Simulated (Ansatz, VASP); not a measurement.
One calculation of Ga, two programs

INCAR

```
SYSTEM = Ga
PREC = Accurate
ENCUT = 520
EDIFF = 1E-7
ISMEAR = -1
SIGMA = 0.05
LREAL = .False.
LASPH = .True.
NELM = 60
ALGO = Normal
ISIF = 2
LWAVE = .False.
LCHARG = .False.
LDIPOL = .True.
IDIPOL = 3
DIPOL = 0.5 0.5 0.500
GGA = PE
NBANDS = 40
```

The input KPOINTS:

```
regular mesh
0
Gamma
  11 11 1
  0 0 0
```

POSCAR

```
Ga
1.0
    2.8080000000      0.0000000000      0.0000000000
   -1.4040000000      2.6343228731      0.0000000000
    0.0000000000      0.0000000000     24.5038190858
Ga
5
Direct
    0.2840509264      0.5681018529      0.3060747377
    0.5681018529      0.1362037057      0.4030373689
    0.8521527793      0.7043055586      0.5000000000
    0.1362037057      0.2724074115      0.5969626311
    0.4202546322      0.8405092644      0.6939252623
```

File input.yaml:

```yaml
crystal:
  lattice:
    - [2.808, 0.0, 0.0]
    - [-1.404, 2.6343228731, 0.0]
    - [0.0, 0.0, 24.5038190858]
  atoms:
    - { symbol: Ga, position: [0.2840509264, 0.5681018529, 0.3060747377] }
    - { symbol: Ga, position: [0.5681018529, 0.1362037057, 0.4030373689] }
    - { symbol: Ga, position: [0.8521527793, 0.7043055586, 0.5] }
    - { symbol: Ga, position: [0.1362037057, 0.2724074115, 0.5969626311] }
    - { symbol: Ga, position: [0.4202546322, 0.8405092644, 0.6939252623] }
hamiltonian:
  xc: pbe
  pseudopotentials: { kind: paw }
kpoints:
  mp_grid: { grid: [11, 11, 1] }
scf:
  occupations: { method: fermi_dirac, width: 0.05 }
output:
  forces: true
  eigenvalues: true
  write_density: true
  write_potential: true
  elf: true
  volumetric_format: npy
efield:
  axis: 3
  dipole_correction: true
  ramp_width: 0.04
```

Alike in both runs: task single point; functional PBE; k mesh 11 × 11 × 1; occupations fermi-dirac, width 0.05 eV; no spin polarisation.

|  | VASP | Ansatz |
| --- | --- | --- |
| version | VASP 6.6.1 | Ansatz 0.2.0 |
| potentials or method | VASP PAW PBE potentials, release 64 (Ga_d) | Ansatz PAW |
| plane-wave cutoff (eV) | 520 | 420 |
| valence electrons in the cell | 65 | 65 |

|  | VASP | Ansatz | Ansatz less VASP |
| --- | --- | --- | --- |
| gap on the k mesh at the Fermi level (eV) | none | none | - |
| rms of the force components (eV/Å) | 0.101 | 0.098 | -0.0022 |
| work function, face that differs most (eV) | 4.04 | 4.15 | +0.102 |

Atom by atom the forces differ by 0.002 eV/Å (rms over components). A gap of «none» marks a metal or a gap that the smearing closes.
